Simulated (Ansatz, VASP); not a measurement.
# CaSe in VASP and in Ansatz

```xyz
2
Lattice="0.0000 2.9949 2.9949 2.9949 0.0000 2.9949 2.9949 2.9949 0.0000" Properties=species:S:1:pos:R:3 pbc="T T T"
Se    2.9949    2.9949    2.9949
Ca    0.0000    0.0000    0.0000
```

Change from the starting cell: volume scaled by 1.04.

Alike in both runs: task single point; functional PBEsol; k mesh 8 × 8 × 8; occupations fermi-dirac, width 0.05 eV; no spin polarisation.

```csv
,VASP,Ansatz
version,VASP 6.6.1,Ansatz 0.2.0
potentials or method,"VASP PAW PBE potentials, release 64 (Se, Ca_sv)",Ansatz PAW
plane-wave cutoff (eV),520,420
valence electrons in the cell,16,26
```

Ansatz gave:

* gap on the k mesh at the Fermi level (eV): 2.03
* least direct gap on the mesh (eV): 2.94
* pressure (GPa): -2.8

Problem. Estimate VASP's values.

Solution. gap on the k mesh at the Fermi level (eV): 2.02; least direct gap on the mesh (eV): 2.93; pressure (GPa): -2.7.

The two sets of potentials don't hold the same shells in valence.

Caveats: the PAW data sets were made with another functional, which shifts forces and pressure a little (VASP); the PAW data sets come from PBE, with cores solved anew for the run's functional, which leaves a small shift of forces and pressure (Ansatz). A k mesh can miss the band edges.
